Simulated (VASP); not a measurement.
## ZrB2: relaxation of cell and atoms with PBEsol

The system is ZrB2.

```
Zr B
1.0
     3.17000    0.00000    0.00000
    -1.58500    2.74530    0.00000
     0.00000    0.00000    3.53300
Zr B
1 2
Direct
  0.00000 0.00000 0.00000
  0.33333 0.66667 0.50000
  0.66667 0.33333 0.50000
```

```json
{"Program": "VASP 6.6.1", "Task": "relaxation of cell and atoms", "Functional": "PBEsol", "Potentials or basis": "VASP PAW PBE potentials, release 64 (Zr_sv, B)", "Cutoff": "600 eV", "k mesh": "15 × 15 × 10", "Occupations": "methfessel-paxton, width 0.1 eV", "Spin": "no spin polarisation", "Further INCAR settings": "ALGO = Normal; EDIFF = 1e-06; IBRION = 2; EDIFFG = -0.01; NSW = 90; ISIF = 3"}
```

* Relaxed volume: 10.09 Å³/atom
* Relaxed cell: a = 3.157 Å, b = 3.157 Å, c = 3.506 Å, α = 90.00°, β = 90.00°, γ = 120.00°
* Space group after relaxing (to 0.05 Å): P6/mmm (No. 191)
* Energy gained by relaxing: 2.0 meV/atom
* Ionic steps: 4
* Pressure after relaxing: 0.0 GPa
* Band gap on the k mesh: none (metal or under the smearing width)

The path:
```csv
step,energy change (eV),largest force (eV/Å),pressure (GPa),volume (Å³)
1,0.0000,0.0000,-3.79,30.75
2,0.0031,0.0000,5.07,29.68
3,-0.0059,0.0000,0.05,30.26
4,-0.0060,0.0000,-0.01,30.26
```

Final structure:
```xyz
3
Lattice="3.1570 0.0000 0.0000 -1.5785 2.7340 0.0000 0.0000 0.0000 3.5063" Properties=species:S:1:pos:R:3 pbc="T T T"
Zr    0.0000    0.0000    0.0000
B     0.0000    1.8227    1.7531
B     1.5785    0.9113    1.7531
```

Levels at points of the mesh, in eV from the Fermi level:
```csv
k point,band 6,band 7,band 8,band 9,band 10,band 11,band 12,band 13
"(0.00, 0.00, 0.00)",-2.63,-2.63,-2.60,-2.24,3.51,3.51,4.35,4.35
"(0.00, 0.00, 0.50)",-6.97,-0.92,-0.92,0.32,0.32,0.82,0.82,1.96
```

Run time: 80 s on 1 thread of Intel(R) Xeon(R) 6975P-C (Granite Rapids), with other jobs on the host, peak memory 0.23 GiB.

Caveat: the PAW data sets were made with another functional, which shifts forces and pressure a little.
